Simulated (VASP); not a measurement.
# CdSe (Cadmoselite): single point with PBE

Crystal: CdSe (Cadmoselite).

```xyz
4
Lattice="4.3000 0.0000 0.0000 -2.1500 3.7239 0.0000 0.0000 0.0000 7.0200" Properties=species:S:1:pos:R:3 pbc="T T T"
Cd    2.1500    1.2413    3.5100
Cd    0.0000    2.4826    0.0000
Se    2.1500    1.2413    6.2127
Se    0.0000    2.4826    2.7027
```

```json
{"Program": "VASP 6.6.1", "Task": "single point", "Functional": "PBE", "Potentials or basis": "VASP PAW PBE potentials, release 64 (Cd, Se)", "Cutoff": "750 eV", "k mesh": "9 × 9 × 5", "Occupations": "gaussian, width 0.02 eV", "Spin": "spin-orbit coupling, no magnetisation"}
```

- Pressure: 3.3 GPa
- Largest force: 0.291 eV/Å
- Valence electrons inside the program's atomic spheres: Cd 10.32; Se 3.87

Forces in eV/Å, atoms in the order of the input:
```
Cd   0.000  0.000  0.291
Cd   0.000  0.000  0.291
Se   0.000  0.000 -0.291
Se   0.000  0.000 -0.291
```

Stress tensor (GPa, compression positive):
```
4.02 0.00 0.00
0.00 4.02 0.00
0.00 0.00 1.93
```

Wall time 24 min on 1 thread of Intel(R) Xeon(R) Platinum 8375C CPU @ 2.90GHz (Ice Lake) (shared host), peak memory 1.2 GiB.
